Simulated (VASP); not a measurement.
Set up this calculation in VASP 6.6.1, as the native input.

```
Task                   : relaxation of cell and atoms
Functional             : r2SCAN
Potentials or basis    : VASP PAW PBE potentials, release 64 (Pb_d, Se)
Cutoff                 : 600 eV
k mesh                 : 9 × 9 × 9
Occupations            : gaussian, width 0.02 eV
Spin                   : no spin polarisation
Further INCAR settings : ALGO = Normal; EDIFF = 1e-06; IBRION = 2; EDIFFG = -0.005; NSW = 60; ISIF = 3
```

The structure of PbSe lies in POSCAR:

```
PbSe
1.0
    0.0000000000      3.0908235400      3.0908235400
    3.0908235400      0.0000000000      3.0908235400
    3.0908235400      3.0908235400      0.0000000000
Pb Se
1 1
Direct
    0.0000000000      0.0000000000      0.0000000000
    0.5000000000      0.5000000000      0.5000000000
```

The cell is a database's computed one.

The input as run:

INCAR

```
PREC = Accurate
ENCUT = 600
EDIFF = 1E-6
ISMEAR = 0
SIGMA = 0.02
LREAL = False
LASPH = True
NELM = 100
ALGO = Normal
ISIF = 3
LWAVE = False
LCHARG = False
METAGGA = R2SCAN
LMIXTAU = True
IBRION = 2
NSW = 60
EDIFFG = -0.005
```

KPOINTS

```
regular mesh
0
Gamma
  9 9 9
```

Potentials or basis: VASP PAW PBE potentials, release 64 (Pb_d, Se).

Command:

```sh
$ cat potpaw_PBE.64/Pb_d/POTCAR potpaw_PBE.64/Se/POTCAR > POTCAR
$ mpirun -np 1 vasp_std > vasp.out
```

Results of the run:

| Item | Value |
| --- | --- |
| Relaxed volume | 29.49 Å³/atom |
| Relaxed cell | a = 4.369 Å, b = 4.369 Å, c = 4.369 Å, α = 60.00°, β = 60.00°, γ = 60.00° |
| Space group after relaxing (to 0.05 Å) | Fm-3m (No. 225) |
| Energy gained by relaxing | 0.0 meV/atom |
| Ionic steps | 3 |
| Pressure after relaxing | 0.0 GPa |

Caveat: the PAW data sets were made with another functional, which shifts forces and pressure a little.

Wall time 2.8 min on 1 thread of Intel(R) Xeon(R) Platinum 8488C (Sapphire Rapids), with other jobs on the host, peak memory 0.24 GiB.
